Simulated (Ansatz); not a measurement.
**NiO under changes of volume**

One of the cells (9.076 Å³/atom); the others are scaled copies at fixed shape and fractional positions:

```
CELL_PARAMETERS angstrom
0.00000 2.08590 2.08590
2.08590 0.00000 2.08590
2.08590 2.08590 0.00000
ATOMIC_POSITIONS crystal
Ni 0.00000 0.00000 0.00000
O 0.50000 0.50000 0.50000
```

| Property | Result |
| --- | --- |
| Program | Ansatz 0.2.0 |
| Functional | PBE |
| Potentials or basis | Ansatz PAW |
| Cutoff | 420 eV (not typed: the program's choice for these potentials) |
| k mesh | 11 × 11 × 11 |
| Occupations | fermi-dirac, width 0.05 eV |
| Spin | collinear spin, ferromagnetic start |
| Starting moments | [1.0, 0.0] μB |

```csv
volume (Å³/atom),energy over the lowest point (meV/atom),pressure (GPa),moment (μB per cell)
8.531,45.64,18.6,1.51
8.713,27.33,13.6,1.57
8.894,?,?,?
9.076,5.61,5.7,1.73
9.257,0.84,2.2,1.78
9.439,0.00,-1.2,1.82
9.620,2.92,-4.2,1.86
```

Question: What does the run at 8.894 Å³/atom give?

Answer: Energy over the lowest point 14.41 meV/atom; pressure 9.4 GPa; moment 1.65 μB per cell.

Worked out: A Birch-Murnaghan fit of order 3 (a polynomial in V^(-2/3)) to the other rows has its minimum at 9.39 Å³/atom with B0 = V·E''(V) = 165 GPa and B' = 3.1. It gives 14.23 meV/atom at 8.894 Å³/atom, against the run's 14.41, and -dE/dV = 9.7 GPa, against 9.4. A parabola through the other rows of the moment, of slope 0.379 μB per Å³/atom there, gives 1.66 μB, against the run's 1.65.

Energies are extrapolated to zero smearing.

Caveats: a cell with one magnetic atom can't hold antiferromagnetic order, which such compounds often take.
